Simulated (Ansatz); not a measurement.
Crystal: SnO2.

```
CELL_PARAMETERS angstrom
0.00000 2.57415 2.57415
2.57415 0.00000 2.57415
2.57415 2.57415 0.00000
ATOMIC_POSITIONS crystal
Sn 0.00000 0.00000 0.00000
O 0.75000 0.75000 0.75000
O 0.25000 0.25000 0.25000
```

Measurements of this composition are mostly on another form, of space group No. 136.

Program: Ansatz 0.2.0. Alike in all runs: task band structure; potentials or basis Ansatz PAW; cell as given; smearing fermi-dirac 0.05 eV. Hardware: 2 threads of Arm Neoverse V2, on a shared host.

Order these runs on this cell by their wall time, lowest first.
A. level r2SCAN; spin off; k mesh 9 × 9 × 9; cutoff (eV) 500
B. level LDA; spin SOC, no magnetisation; k mesh 7 × 7 × 7; cutoff (eV) 420
C. level PBEsol; spin off; k mesh 9 × 9 × 9; cutoff (eV) 420

C (1.5 s), A (3.4 s), B (16 s).

Runs at the PBE level aren't shown here.
